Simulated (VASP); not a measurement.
Crystal: BeS.

```xyz
2
Lattice="0.0000 2.4250 2.4250 2.4250 0.0000 2.4250 2.4250 2.4250 0.0000" Properties=species:S:1:pos:R:3 pbc="T T T"
S     3.6375    3.6375    3.6375
Be    0.0000    0.0000    0.0000
```

- Program: VASP 6.6.1
- Task: relaxation of cell and atoms
- Functional: revPBE
- Dispersion: D4
- Potentials or basis: VASP PAW PBE potentials, release 64 (S, Be)
- Cutoff: 600 eV
- k mesh: 9 × 9 × 9
- Occupations: fermi-dirac, width 0.05 eV
- Spin: no spin polarisation

At the start: pressure -3.2 GPa; volume 14.26 Å³/atom.

Task: How do energy, volume and symmetry change on relaxing?

Result: Over 3 steps the energy falls by 4.8 meV/atom and the volume is 13.80 Å³/atom (-3.3 %); space group F-43m (No. 216, to 0.05 Å).

The path:
```tsv
step	energy change (eV)	largest force (eV/Å)	pressure (GPa)	volume (Å³)
1	0.0000	0.0000	-3.19	28.52
2	-0.0089	0.0000	0.86	27.36
3	-0.0095	0.0000	0.01	27.59
```

Final structure:
```
CELL_PARAMETERS angstrom
0.00000 2.39833 2.39833
2.39833 0.00000 2.39833
2.39833 2.39833 0.00000
ATOMIC_POSITIONS crystal
S 0.75000 0.75000 0.75000
Be 0.00000 0.00000 0.00000
```

Caveat: the PAW data sets were made with another functional, which shifts forces and pressure a little.
